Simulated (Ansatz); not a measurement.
One crystal and one scan (frozen-phonon scan) at two levels, r2SCAN (plane waves to 500 eV, PAW, scalar-relativistic; Ansatz, a first-principles code) and PBE (plane waves to 420 eV, PAW, scalar-relativistic; Ansatz), each from its own relaxed cell and on its own mesh. The cell shown is that of r2SCAN.

Starting cell, SrF2 (fluorite):

```xyz
6
Lattice="0.0000 5.7906 5.7906 2.8953 2.8953 5.7906 2.8953 2.8953 0.0000" Properties=species:S:1:pos:R:3 pbc="T T T"
Sr     0.0000     0.0000     0.0000
Sr     2.8953     5.7906     2.8953
F      1.4477     1.4477     1.4477
F      1.4477     4.3430     4.3430
F      4.3430    10.1336    10.1336
F      4.3430     7.2383     7.2383
```

The atoms are displaced by Q × the pattern below (from a DFPT mode at X = (0.5, 0.5, 0.0), largest move 1; Q in Å), at fixed cell. (q is in reciprocal vectors of the primitive cell; the cell shown is doubled to hold the pattern.)

```json
[
 {"atom": "F3", "x": "0.000", "y": "0.000", "z": "-1.000"},
 {"atom": "F4", "x": "0.000", "y": "0.000", "z": "1.000"},
 {"atom": "F5", "x": "0.000", "y": "0.000", "z": "1.000"},
 {"atom": "F6", "x": "0.000", "y": "0.000", "z": "-1.000"}
]
```

Atoms not listed stay in place.

SrF2 was relaxed with its symmetry unable to fall. Percentages come from the unrounded values.

Results of r2SCAN:

| Quantity | Value |
|---|---|
| Lattice constant a (Å) | 5.791 |
| Band gap of the relaxed cell, no spin-orbit coupling (eV) | 7.60 |
| Harmonic wavenumber from the curvature (finite differences) (cm⁻¹ (negative: imaginary)) | 355 |
| Shape of the curve | a single well with its minimum at or next to zero displacement |

Question: What does PBE give for the same quantities?

Answer: 
```tsv
quantity	PBE	r2SCAN − PBE
Lattice constant a (Å)	5.857	-0.066 (-1.1 %)
Band gap of the relaxed cell, no spin-orbit coupling (eV)	6.78	+0.82 (+12 %)
Harmonic wavenumber from the curvature (finite differences) (cm⁻¹ (negative: imaginary))	340	+15 (+4.6 %)
```

r2SCAN gives the higher value for: band gap of the relaxed cell, no spin-orbit coupling; harmonic wavenumber from the curvature. r2SCAN gives the lower value for: lattice constant a. Both give the same shape of the curve: a single well with its minimum at or next to zero displacement.

(For displaced atoms, the force is minus the slope of the energy, and its curvature is a force constant, which sets phonon frequencies.)
